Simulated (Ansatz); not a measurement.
## 2H-WSe2 monolayer in a perpendicular field

What dipole does a perpendicular field induce in the 2H-WSe2 monolayer, and does the gap follow? A positive field points along +c.

Method: plane-wave DFT, PBE-D3(BJ), Ansatz PAW, in Ansatz 0.2.0.

The experiments to compare with:

For WSe2, single layer (monolayer grown on HOPG, 77 K), “Determination of band alignment in the single-layer MoS2/WSe2 heterojunction” (2015, pmc:4518320) gives, by scanning tunnelling spectroscopy: band gap (quasi-particle gap) 2.08 ± 0.1 eV [Quasi-particle gap of monolayer on graphite; substrate screening reduces it relative to a …].

Most raw output is cut from this account.

## (1) Set-up

The cell holds 3 atoms: 2 Se and 1 W. Cell: a = 3.320 Å, b = 3.320 Å, c = 38.440 Å, α = 90.0°, β = 90.0°, γ = 120.0°. Vacuum lies along c.

## (2) Relaxation

The starting cell is a guess, so the in-plane lattice and the atoms are relaxed first, with the slab cut off from its images along the normal.

File input.yaml:

```yaml
crystal:
  lattice:
    - [3.32, 0.0, 0.0]
    - [-1.66, 2.8752043406, 0.0]
    - [0.0, 0.0, 38.4403479359]
  atoms:
    - { symbol: Se, position: [0.3333333333, 0.6666666667, 0.4513486722] }
    - { symbol: W, position: [0.0, 0.0, 0.5] }
    - { symbol: Se, position: [0.3333333333, 0.6666666667, 0.5486513278] }
  periodic: [true, true, false]
kpoints:
  mp_grid: { grid: [12, 12, 1] }
hamiltonian:
  xc: pbe
  dispersion: d3bj
scf:
  occupations: { method: fermi_dirac, width: 0.05 }
  convergence: { dr2_threshold: 1.0e-09 }
relax:
  f_tol: 0.004
  max_steps: 90
  cell: {}
output:
  write_potential: true
  write_density: true
  volumetric_format: npy
```

Launch:

```sh
$ ansatz run input.yaml --threads 2 --pin off --max-ram 3072MiB --backend cpu --events-out ev --progress --plain --runs-dir out
```

It took 84 s on 2 threads of Intel Xeon at 2.50GHz (Skylake/Cascade Lake), shared host; peak memory 0.65 GiB; 2.7 min of CPU time.

Step by step:

```csv
step,energy less that of the first step (eV),largest force component (eV/Å),volume (Å³)
1,0.0000,2.6181,366.94
2,-0.5753,0.0814,363.29
3,-0.5761,0.0276,362.92
4,-0.5783,0.0030,359.16
5*,-0.5781,0.0030,359.16
```

Relaxation steps marked * repeat the geometry before them on a plane-wave basis chosen anew for their cell, so energy and pressure can jump there.

The run keeps the 12 symmetry operations that it works with, so distortions that break them were not tested.

```csv
cell as run,before,after,change
a (Å),3.320,3.285,-1.1 %
b (Å),3.320,3.285,-1.1 %
```

The atoms that moved most (Å, along periodic axes as changes of fractional coordinates times the final cell, across vacuum about the mean position):

```csv
atom,dx,dy,dz,length
Se1,0.000,0.000,0.185,0.185
Se3,0.000,0.000,-0.185,0.185
```

Final coordinates:

```xyz
3
Lattice="3.2846 0.0000 0.0000 -1.6423 2.8445 0.0000 0.0000 0.0000 38.4403" Properties=species:S:1:pos:R:3
Se    0.0000    1.8964   17.5353
W     0.0000    0.0000   19.2202
Se    0.0000    1.8964   20.9050
```

The lattice constant a goes from 3.320 to 3.285 Å.

## (3) Single point, field 0, start network

A sawtooth potential applies the field, turning back in the middle of the vacuum. With the dipole correction the typed value is the field outside the slab. The induced dipole is small, so the SCF threshold is tight.

The cell differs from the one that the last finished run ended in (c 38.440 → 21.370 Å).

File input.yaml:

```yaml
crystal:
  lattice:
    - [3.2846030214, 0.0, 0.0]
    - [-1.6423015107, 2.8445496579, 0.0]
    - [0.0, 0.0, 21.3697235455]
  atoms:
    - { symbol: Se, position: [0.3333333333, 0.6666666667, 0.4211565948] }
    - { symbol: W, position: [0.0, 0.0, 0.5] }
    - { symbol: Se, position: [0.3333333333, 0.6666666667, 0.5788434052] }
kpoints:
  mp_grid: { grid: [18, 18, 1] }
  band_path:
    path: [[0, 0, 0], [0.5, 0, 0], [0.33333333, 0.33333333, 0], [0, 0, 0]]
    npoints: 16
hamiltonian:
  xc: pbe
  dispersion: d3bj
scf:
  occupations: { method: fermi_dirac, width: 0.02585 }
  convergence: { dr2_threshold: 1.0e-10 }
efield:
  axis: 3
  dipole_correction: true
  ramp_position: 0.97
  ramp_width: 0.06
  amplitude: 0
output:
  dos: { projected: true, e_range: [-6, 5] }
  write_potential: true
  write_density: true
  volumetric_format: npy
  elf: true
```

Wall time 32 s (2 threads); peak memory 0.56 GiB.

Numbers from this step:

```
gap on the k-mesh                  : 1.652 eV
dipole along the normal            : 2.76e-7 e·Å
gap along the path                 : 1.652 eV
smallest direct gap along the path : 1.676 eV
ionisation energy, upper face      : 5.056 eV
electron affinity, upper face      : 3.404 eV
gap, the smaller of path and mesh  : 1.652 eV
```

Running mean over a fixed 2.5 Å (it still follows the layers) of the planar mean; the ramp of the sawtooth is left out. The electron's electrostatic potential energy less the Fermi level by z:

```csv
z (Å),electron's electrostatic potential energy less the Fermi level (eV)
3.0,4.25
3.5,4.25
4.0,4.25
4.5,4.25
5.0,4.25
5.5,4.24
6.0,4.21
6.5,4.07
7.0,3.43
7.5,1.79
8.0,-0.164
8.5,-2.23
9.0,-4.75
9.5,-8.14
10.0,-10.2
10.5,-10.6
11.0,-10.5
11.5,-9.84
12.0,-7.29
12.5,-3.97
13.0,-1.68
13.5,0.358
14.0,2.27
14.5,3.70
15.0,4.13
15.5,4.22
16.0,4.24
16.5,4.25
17.0,4.25
17.5,4.25
18.0,4.25
```

The density of states has structure finer than the step of the table below, so its rows give means over 0.25 eV, whole bins alone (the curve runs from -6 to 2.82 eV). Peaks (eV: height): -5.010: 9.06, -4.150: 6.42, -2.940: 5.13, -1.620: 5.07, 1.640: 8.53, 1.720: 7.89, 1.990: 6.59.

Density of states against energy, zero at the Fermi level of the run, which the smearing sets inside the gap; means over each step:

```csv
energy (eV),density of states (states/eV a cell)
-5.75,1.36
-5.50,0.887
-5.25,2.39
-5.00,4.56
-4.75,1.44
-4.50,1.10
-4.25,2.87
-4.00,2.81
-3.75,2.59
-3.50,1.72
-3.25,1.71
-3.00,3.78
-2.75,3.26
-2.50,3.00
-2.25,2.52
-2.00,2.14
-1.75,1.90
-1.50,3.24
-1.25,1.93
-1.00,0.628
-0.75,0.0575
-0.50,0
-0.25,0
0.00,0
0.25,0
0.50,0
0.75,0.0988
1.00,2.59
1.25,2.77
1.50,2.73
1.75,5.25
2.00,4.72
2.25,2.80
2.50,1.98
```

Projected DOS per atom over height of the atomic layer and energy from the Fermi level. Layers: Se W Se from below.

Values in states/eV, 22 rows by 3 columns, each cell a mean:
```
0.36 0.86 0.36
0.62 1.93 0.62
0.77 3.18 0.77
0.39 1.92 0.39
0.41 1.38 0.41
0.00 0.00 0.00
0.00 0.00 0.00
0.00 0.00 0.00
0.00 0.00 0.00
0.07 0.46 0.07
0.47 1.77 0.47
0.47 1.07 0.47
0.84 0.70 0.84
1.01 0.96 1.01
1.25 1.11 1.25
0.50 0.62 0.50
0.75 1.03 0.75
0.98 0.80 0.98
0.32 0.33 0.32
1.27 1.21 1.27
0.54 0.41 0.54
0.71 0.57 0.71
```
Columns: height of the atomic layer (Å) from 9 to 12.4; rows upwards: energy from the Fermi level (eV) from -5.96 to 2.77.

Electronic bands along the path, in eV, zero at the Fermi level of the run, which the smearing sets inside the gap:

```csv
point,band 20,band 21,band 22,band 23,band 24,band 25,band 26,band 27
Γ,-3.07,-1.97,-1.97,-1.24,2.19,2.19,2.34,2.34
halfway,-3.04,-2.52,-2.33,-1.79,1.09,1.62,1.98,3.16
M,-3.77,-3.02,-1.83,-1.68,1.67,2.00,2.91,3.61
halfway,-4.08,-3.52,-3.02,-1.18,1.43,2.28,2.52,3.56
K,-4.55,-4.14,-3.21,-0.81,0.87,1.97,2.72,4.20
halfway,-3.99,-2.79,-2.15,-1.61,0.84,1.67,1.79,3.42
Γ,-3.07,-1.97,-1.97,-1.24,2.19,2.19,2.34,2.34
```

ELF in the ca plane at fractional y = 0.667, with atoms of Se within 0.2 Å of it. It is the smooth field of the valence electrons, not physical close to the nuclei.

Values, 5 rows by 16 columns, each cell a mean:
```
0.00 0.00 0.00 0.00 0.00 0.02 0.15 0.29 0.23 0.23 0.29 0.15 0.02 0.00 0.00 0.00
0.00 0.00 0.00 0.00 0.01 0.16 0.50 0.59 0.29 0.29 0.59 0.50 0.16 0.01 0.00 0.00
0.00 0.00 0.00 0.00 0.07 0.57 0.83 0.58 0.45 0.45 0.58 0.83 0.57 0.07 0.00 0.00
0.00 0.00 0.00 0.00 0.09 0.64 0.83 0.42 0.45 0.45 0.42 0.83 0.64 0.09 0.00 0.00
0.00 0.00 0.00 0.00 0.03 0.33 0.72 0.71 0.37 0.37 0.71 0.72 0.33 0.03 0.00 0.00
```
Columns run along c (16.0 Å, from fractional 0.09 to 0.83 of the cell), rows up along a (3.3 Å). Atoms in or near the plane, at fractional coordinates: Se at (0.42, 0.33), Se at (0.58, 0.33).

Electrostatic potential energy in the ca plane at fractional y = 0.667, with atoms of Se within 0.2 Å of it. With pseudopotentials it is smooth inside the atoms' cores, unlike the true potential.

Ten even steps from '0' (-19 eV) to '9' (5 eV), each cell a mean:
```
99999999999999999988876312578889999999999999
99999999999999999998886301478899999999999999
99999999999999999987676434577678999999999999
99999999999999999741126666641026899999999999
99999999999999998502203777501212799999999999
99999999999999998314411787403530699999999999
99999999999999998403412787502421799999999999
99999999999999999610004777620004899999999999
99999999999999999864456545664457999999999999
```
Columns run along c (16.0 Å, from fractional 0.09 to 0.83 of the cell; values clipped at the 3rd and 97th percentile), rows up along a (3.3 Å). Atoms in or near the plane, at fractional coordinates: Se at (0.42, 0.33), Se at (0.58, 0.33).

Valence density in the ca plane at fractional y = 0.667, with atoms of Se within 0.2 Å of it. It is the smooth field of the valence electrons, not physical close to the nuclei.

Ten steps, logarithmic in the rise over the least value, from '0' (0 e/Å³) to '9' (30 e/Å³), each cell a mean:
```
00000000000000000001111222111100000000000000
00000000000000000000111222111000000000000000
00000000000000000011111122111110000000000000
00000000000000000123322111123321000000000000
00000000000000000246742111236752100000000000
00000000000000001259962111248973100000000000
00000000000000001258852111237973100000000000
00000000000000000134432111124532100000000000
00000000000000000012221111112211000000000000
```
Columns run along c (16.0 Å, from fractional 0.09 to 0.83 of the cell), rows up along a (3.3 Å). Atoms in or near the plane, at fractional coordinates: Se at (0.42, 0.33), Se at (0.58, 0.33).

The gap is 1.65 eV, with the valence edge 5.06 eV and the conduction edge 3.40 eV under the upper vacuum level. Spin-orbit coupling, left out in this run, matters for the bands of elements this heavy.

## (4) Single point, field 0.1 V/Å

input.yaml, as its differences from that of step 3:

```diff
@@ -23,7 +23,6 @@
   dipole_correction: true
-  ramp_position: 0.97
-  ramp_width: 0.06
-  amplitude: 0
+  ramp_position: 0.9298
+  ramp_width: 0.1404
+  amplitude: 0.1
 output:
-  dos: { projected: true, e_range: [-6, 5] }
   write_potential: true
@@ -31,2 +30 @@
   volumetric_format: npy
-  elf: true
```

Elapsed: 31 s, on 2 threads; peak memory 0.55 GiB; 61 s of CPU time.

The dipole is 0.0289 e·Å, and the gap 1.652 eV.

## (5) Single point, field -0.1 V/Å

input.yaml, as its differences from that of step 4:

```diff
@@ -25,3 +25,3 @@
   ramp_width: 0.1404
-  amplitude: 0.1
+  amplitude: -0.1
 output:
```

Elapsed: 30 s, on 2 threads; peak memory 0.55 GiB; 58 s of CPU time.

The dipole is -0.0289 e·Å, and the gap 1.652 eV.

## (6) Response, atoms held

This step: plane-wave DFT, PBE-D3(BJ), Ansatz PAW; response to a field along the normal, atoms held (Ansatz 0.2.0).

The dipoles give the slope, and the difference of two potentials shows where the field is screened.

Numbers from this step:

* equivalent conductor thickness p/(ε₀AE): 5.601 Å
* distance between the outer atoms: 3.370 Å

Dipole of the cell against applied field:

```csv
applied field (V/Å),dipole of the cell (e·Å)
-0.1000,-0.0289
0.0000,2.8e-7
0.1000,0.0289
```

Local field over the applied field, running mean. From the potentials at -0.1 and 0.1 V/Å; running mean over 2.5 Å. Local field over applied field against z:

```csv
z (Å),local field over applied field
4.5,0.998
5.0,0.995
5.5,0.985
6.0,0.960
6.5,0.900
7.0,0.784
7.5,0.624
8.0,0.448
8.5,0.277
9.0,0.143
9.5,0.0727
10.0,0.0492
10.5,0.0377
11.0,0.0398
11.5,0.0534
12.0,0.0850
12.5,0.172
13.0,0.320
13.5,0.495
14.0,0.668
14.5,0.820
15.0,0.921
15.5,0.969
16.0,0.989
16.5,0.996
17.0,0.999
```

Electrons, planar mean, per unit field. Table of induced electron density by z:

z (Å), induced electron density (e/Å³ per V/Å) and a bar from the least value:
```
      4.5    0.00001 ###############
      5.0    0.00002 ###############
      5.5    0.00007 ###############
      6.0    0.00019 ################
      6.5    0.00051 #################
      7.0    0.00125 ####################
      7.5    0.00265 ##########################
      8.0    0.00353 ##############################
      8.5    0.00158 ######################
      9.0    0.00083 ###################
      9.5    0.00047 #################
     10.0   -0.00063 ############
     10.5   -0.00020 ##############
     11.0    0.00033 ################
     11.5    0.00050 #################
     12.0   -0.00065 ############
     12.5   -0.00090 ###########
     13.0   -0.00217 ######
     13.5   -0.00354 
     14.0   -0.00224 ######
     14.5   -0.00100 ###########
     15.0   -0.00039 #############
     15.5   -0.00015 ##############
     16.0   -0.00005 ###############
     16.5   -0.00002 ###############
     17.0   -0.00001 ###############
```

The smaller of the gaps on the path and on the k-mesh, counted as 0 under 0.03 eV. The gap stays at 1.65 eV for applied field from -0.1 to 0.1 V/Å.

By hand: between -0.1 and 0.1 V/Å the dipole changes by 0.05784 e·Å, a slope of 0.2892 e·Å²/V. A perfect conductor of thickness t has p = ε₀AEt, so t = 180.95 × 0.2892 / 9.343 = 5.60 Å (e/ε₀ = 180.95 V·Å, A in Å²).

The induced dipole is that of a conductor 5.60 Å thick.

## (7) Results

```yaml
gap_without_field: 1.65 eV
ionisation_energy_upper_face: 5.06 eV
electron_affinity_upper_face: 3.40 eV
equivalent_conductor_thickness_atoms_held: 5.60 Å
```

**Reading.** The induced dipole equals that of a perfect conductor 5.60 Å thick, while the outer atoms lie 3.37 Å apart; an out-of-plane ε follows only once a thickness t is chosen, by 1 − 1/ε = 5.60 Å / t. The gap stays within 0.01 eV of 1.65 eV over the fields run, up to 0.1 V/Å in size. The measured quasiparticle gap below is for a layer on a substrate, whose screening lowers it, so a free-standing Kohn-Sham gap can come near it by a cancelling of errors. Semilocal functionals give gaps that are too small, and excitons are not included. Spin-orbit coupling is left out, which matters for the bands of elements this heavy.

Comparison with the measured values:

| quantity | measured | PBE D3(BJ) |
| --- | --- | --- |
| band gap (quasi-particle gap, monolayer on a substrate) (eV) | 2.08 | 1.65 (-0.43 eV) |

Measured values from pmc:4518320 (2015).

**Verdict.** The band gap is off by -0.43 eV. Local and semilocal functionals usually give gaps below the measured ones. Spin-orbit coupling, left out here, can change the gap with such heavy elements. Zero-point and thermal motion shift the measured gap.

[Logs are printed without paths, hosts, clocks, repeated set-up lines and the standing remarks that a program may print on its own settings, such as how far it seeks lower states.]

[Hosts, paths, dates, database ids (printed as entryN), source tags and the programs' standing remarks are cut or masked in the printed files.]

[Maps of the electrostatic potential energy from Ansatz leave out the sawtooth potential of an applied field or a dipole correction, so their vacuum need not be flat; planar profiles and work functions include it.]

[The density of states shown here was stored with 400 of the rows of the run's finer table, so its peaks can read low, often by over a quarter, or be missed, and its means over a window can be off by a tenth or more.]
